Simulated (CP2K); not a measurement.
# Si (I4/mmm) in CP2K: settings compared, part 2 of 2

CP2K 2026.2. The steps go on from the part before.

### Step 4. Band structure, TASK

Input file si_bands.inp:

```
&GLOBAL
  PROJECT si_bands
  RUN_TYPE ENERGY_FORCE
  PRINT_LEVEL LOW
&END GLOBAL
&FORCE_EVAL
  METHOD QS
  STRESS_TENSOR ANALYTICAL
  &DFT
    BASIS_SET_FILE_NAME BASIS_MOLOPT_UZH
    POTENTIAL_FILE_NAME POTENTIAL_UZH
    &MGRID
      CUTOFF 675
      REL_CUTOFF 60
      NGRIDS 5
    &END MGRID
    &QS
      METHOD GPW
      EPS_DEFAULT 1.0E-9
    &END QS
    &KPOINTS
      SCHEME MONKHORST-PACK 13 13 13
      GAMMA_CENTERED T
      SYMMETRY T
      SYMMETRY_BACKEND SPGLIB
    &END KPOINTS
    &SCF
      SCF_GUESS ATOMIC
      EPS_SCF 1.0E-6
      MAX_SCF 100
      ADDED_MOS 8
      CHOLESKY OFF
      EPS_EIGVAL 1.0E-7
      &DIAGONALIZATION ON
        ALGORITHM STANDARD
      &END DIAGONALIZATION
      &MIXING ON
        METHOD BROYDEN_MIXING
        ALPHA 0.4
        BETA 1.5
        NBUFFER 8
      &END MIXING
      &SMEAR ON
        METHOD FERMI_DIRAC
        ELECTRONIC_TEMPERATURE [K] 580.226
      &END SMEAR
    &END SCF
    &XC
      &XC_FUNCTIONAL
        &MGGA_X_TASK
        &END MGGA_X_TASK
        &LDA_C_PW
        &END LDA_C_PW
      &END XC_FUNCTIONAL
    &END XC
    &PRINT
      &KPOINTS ON
      &END KPOINTS
      &MULLIKEN ON
      &END MULLIKEN
      &MO ON
        ENERGIES T
        OCCUPATION_NUMBERS T
        &EACH
          QS_SCF 0
        &END EACH
        ADD_LAST NUMERIC
      &END MO
      &BAND_STRUCTURE
        FILE_NAME bands.bs
        ADDED_MOS 6
        &KPOINT_SET
          UNITS B_VECTOR
          NPOINTS 6
          SPECIAL_POINT GAMMA 0.00000000 0.00000000 0.00000000
          SPECIAL_POINT X 0.00000000 0.00000000 0.50000000
          SPECIAL_POINT M -0.50000000 0.50000000 0.50000000
          SPECIAL_POINT GAMMA 0.00000000 0.00000000 0.00000000
          SPECIAL_POINT Z 0.41465511 0.41465511 -0.41465511
          SPECIAL_POINT P 0.25000000 0.25000000 0.25000000
          SPECIAL_POINT N 0.00000000 0.50000000 0.00000000
          SPECIAL_POINT Z1 -0.41465511 0.58534489 0.41465511
          SPECIAL_POINT M -0.50000000 0.50000000 0.50000000
        &END KPOINT_SET
        &KPOINT_SET
          UNITS B_VECTOR
          NPOINTS 6
          SPECIAL_POINT X 0.00000000 0.00000000 0.50000000
          SPECIAL_POINT P 0.25000000 0.25000000 0.25000000
        &END KPOINT_SET
      &END BAND_STRUCTURE
    &END PRINT
  &END DFT
  &SUBSYS
    &CELL
      A 2.6527297811 0.0000000000 0.0000000000
      B -1.3384075119 2.2903363560 0.0000000000
      C -0.6571611346 -1.1451681780 2.3008051588
      PERIODIC XYZ
    &END CELL
    &COORD
      Si  0.0000000000 0.0000000000 0.0000000000
    &END COORD
    &KIND Si
      BASIS_SET TZVP-MOLOPT-SCAN-GTH-q4
      POTENTIAL GTH-SCAN-q4
    &END KIND
    &PRINT
      &ATOMIC_COORDINATES ON
      &END ATOMIC_COORDINATES
      &CELL ON
      &END CELL
    &END PRINT
  &END SUBSYS
  &PRINT
    &FORCES ON
    &END FORCES
    &STRESS_TENSOR ON
    &END STRESS_TENSOR
  &END PRINT
&END FORCE_EVAL
```

Potentials or basis: POTENTIAL_UZH Si GTH-SCAN-q4; TZVP-MOLOPT-SCAN-GTH basis.

Run with:

```console
OMP_NUM_THREADS=1 cp2k.psmp -i si_bands.inp -o si_bands.out
```

si_bands.out:

```text

 CP2K| version string:                                       CP2K version 2026.2
 CP2K| Input file name                                              si_bands.inp

 GLOBAL| Force Environment number                                              1
 GLOBAL| Basis set file name                                    BASIS_MOLOPT_UZH
 GLOBAL| Potential file name                                       POTENTIAL_UZH
 GLOBAL| MM Potential file name                                     MM_POTENTIAL
 GLOBAL| Coordinate file name                                      __STD_INPUT__
 GLOBAL| Method name                                                        CP2K
 GLOBAL| Project name                                                   si_bands
 GLOBAL| Run type                                                   ENERGY_FORCE
 GLOBAL| FFT library                                                       FFTW3
 GLOBAL| Diagonalization library                                       ScaLAPACK
 GLOBAL| Cholesky decomposition library                                ScaLAPACK
 GLOBAL| DGEMM library                                                      BLAS
 GLOBAL| Direct generalized diagonalization requested                          F
 GLOBAL| Matrix multiplication library                                 ScaLAPACK
 GLOBAL| Global print level                                                  LOW
 GLOBAL| Total number of message passing processes                             1
 GLOBAL| Number of threads for this process                                    1
 GLOBAL| CPU model name                                 Intel(R) Xeon(R) 6975P-C

 CELL| Volume [angstrom^3]:                                            13.978872
 CELL| Vector a [angstrom]:       2.653     0.000     0.000   |a| =     2.652730
 CELL| Vector b [angstrom]:      -1.338     2.290     0.000   |b| =     2.652730
 CELL| Vector c [angstrom]:      -0.657    -1.145     2.301   |c| =     2.652730
 CELL| Angle (b,c), alpha [degree]:                                   104.343234
 CELL| Angle (a,c), beta  [degree]:                                   104.343234
 CELL| Angle (a,b), gamma [degree]:                                   120.300802
 CELL| Numerically orthorhombic:                                              NO
 CELL| Periodicity                                                           XYZ

 CELL_REF| Volume [angstrom^3]:                                        13.978872
 CELL_REF| Vector a [angstrom     2.653     0.000     0.000   |a| =     2.652730
 CELL_REF| Vector b [angstrom    -1.338     2.290     0.000   |b| =     2.652730
 CELL_REF| Vector c [angstrom    -0.657    -1.145     2.301   |c| =     2.652730
 CELL_REF| Angle (b,c), alpha [degree]:                               104.343234
 CELL_REF| Angle (a,c), beta  [degree]:                               104.343234
[... 384 lines left out ...]
 MO|      5               0.521908              14.201837               0.000000
 MO|      6               0.918648              24.997679               0.000000
 MO|      7               1.381101              37.581679               0.000000
 MO|      8               1.401651              38.140861               0.000000
 MO|      9               1.535089              41.771908               0.000000
 MO|     10               1.834368              49.915690               0.000000
 MO| Sum:                                                               6.007274
 MO| E(Fermi):            0.358022 a.u.          9.742268 eV
 MO| Band gap:            0.063063 a.u.          1.716033 eV

 [... the levels of further k-points ...]

 !-----------------------------------------------------------------------------!
                     Mulliken Population Analysis

 #  Atom  Element  Kind  Atomic population                           Net charge
       1     Si       1          4.000000                              0.000000
 # Total charge                              4.000000                  0.000000

 !-----------------------------------------------------------------------------!

 KPOINTS| Band Structure Calculation
 KPOINTS| Number of k-point sets                                               2
 KPOINTS| Number of added MOs/bands                                            6
 KPOINTS| Number of k-points in set    1                                      49
 KPOINTS| In units of b-vector [2pi/Bohr]
 KPOINTS| Special point     1       GAMMA     0.000000     0.000000     0.000000
 KPOINTS| Special point     2           X     0.000000     0.000000     0.500000
 KPOINTS| Special point     3           M    -0.500000     0.500000     0.500000
 KPOINTS| Special point     4       GAMMA     0.000000     0.000000     0.000000
 KPOINTS| Special point     5           Z     0.414655     0.414655    -0.414655
 KPOINTS| Special point     6           P     0.250000     0.250000     0.250000
 KPOINTS| Special point     7           N     0.000000     0.500000     0.000000
 KPOINTS| Special point     8          Z1    -0.414655     0.585345     0.414655
 KPOINTS| Special point     9           M    -0.500000     0.500000     0.500000
 KPOINTS| Number of k-points in set    2                                       7
 KPOINTS| In units of b-vector [2pi/Bohr]
 KPOINTS| Special point     1           X     0.000000     0.000000     0.500000
 KPOINTS| Special point     2           P     0.250000     0.250000     0.250000

 ENERGY| Total FORCE_EVAL ( QS ) energy [hartree]             -3.921472933516266

 FORCES| Atomic forces [hartree/bohr]
 FORCES|   Atom     x               y               z               |f|
 FORCES|      1  6.11020543E-16 -1.65646868E-15 -1.59443136E-15   2.37895901E-15
 FORCES| Sum     6.11020543E-16 -1.65646868E-15 -1.59443136E-15
 FORCES| Total atomic force                                       2.37895901E-15

 STRESS| Analytical stress tensor [bar]
 STRESS|                        x                   y                   z
 STRESS|      x        3.97689068320E+04  -3.14748448269E+04  -3.50895294172E-03
 STRESS|      y       -3.14748448269E+04   2.99836543572E+03   2.54425090636E-02
 STRESS|      z       -3.50895294172E-03   2.54425090636E-02   5.78305969645E+04
 STRESS| 1/3 Trace                                             3.35326230774E+04
 STRESS| Determinant                                          -5.03949782957E+13

 STRESS| Eigenvectors and eigenvalues of the analytical stress tensor [bar]
 STRESS|                        1                   2                   3
 STRESS| Eigenvalues  -1.50674823060E+04   5.78305969052E+04   5.78347546331E+04
 STRESS|      x           0.497804417032      0.003276942793      0.867283127951
 STRESS|      y           0.867289318730     -0.001880569527     -0.497800864880
 STRESS|      z          -0.000000278735      0.999992862527     -0.003778213300
```

bands.bs:

```text
# Set 1: 9 special points, 49 k-points, 16 bands
#  Special point 1          0.00000000     0.00000000     0.00000000  GAMMA
#  Special point 2          0.00000000     0.00000000     0.50000000  X
#  Special point 3         -0.50000000     0.50000000     0.50000000  M
#  Special point 4          0.00000000     0.00000000     0.00000000  GAMMA
#  Special point 5          0.41465511     0.41465511    -0.41465511  Z
#  Special point 6          0.25000000     0.25000000     0.25000000  P
[... 893 lines left out ...]
       4    23.30651608     0.00000000
       5    24.75530451     0.00000000
       6    24.97938895     0.00000000
[... 8 lines left out ...]
      15   108.95748316     0.00000000
[... 94 lines left out ...]
       2     6.17308778     2.00000000
       3     6.99765825     0.00000000
       4     6.99766482     0.00000000
       5    32.86877206     0.00000000
       6    32.86880304     0.00000000
[... 8 lines left out ...]
      15   106.05798221     0.00000000
      16   116.13973591     0.00000000
```

It took 66 s on 1 thread of Intel Xeon 6975P-C (Granite Rapids), shared host; peak memory 0.29 GiB.

What came out:

```
Free energy            : -106.7087 eV
Pressure               : 3.4 GPa
Band gap on the k mesh : none (metal or under the smearing width)
```

Levels at the corners of the path, in eV from the Fermi level:
```tsv
point	band 1	band 2	band 3	band 4	band 5	band 6
Γ	-16.92	11.59	11.59	12.24	15.68	17.23
X	-9.87	-8.52	10.29	13.56	15.01	15.24
M	-2.94	-2.94	-1.59	2.96	4.74	8.77
Γ	-16.92	11.59	11.59	12.24	15.68	17.23
Z	-2.29	-2.29	-1.47	-0.38	3.91	16.04
P	-4.61	-3.57	-2.74	-2.74	23.13	23.13
N	-7.53	-6.94	5.37	7.72	8.49	12.10
Z1	-2.29	-2.29	-1.47	-0.38	3.91	16.04
M	-2.94	-2.94	-1.59	2.96	4.74	8.77
X	-9.87	-8.52	10.29	13.56	15.01	15.24
P	-4.61	-3.57	-2.74	-2.74	23.13	23.13
```

Caveat: the potentials were made for another functional, which shifts forces and pressure; the basis of atomic orbitals isn't converged, which shifts pressures, moduli and gaps.

### Step 5. Overview

```tsv
level	smearing	NGRIDS	points a segment of the path (NPOINTS)	bands added on the path	gap on the mesh (eV)	pressure (GPa)
r2SCAN	fermi-dirac 0.01 eV	4	10	2	none	-0.1
SCAN	fermi-dirac 0.1 eV	4	8	2	none	2.5
TASK	fermi-dirac 0.05 eV	5	6	6	none	3.4
```

Alike in all rows: task band structure; potentials or basis POTENTIAL_UZH Si GTH-SCAN-q4; TZVP-MOLOPT-SCAN-GTH basis; no spin polarisation; cell as given; k mesh 13 × 13 × 13.

Caveats: the basis of atomic orbitals isn't converged, which shifts pressures, moduli and gaps; the potentials were made for another functional, which shifts forces and pressure (some runs).

Absolute energies hang on the potentials; compare differences alone.
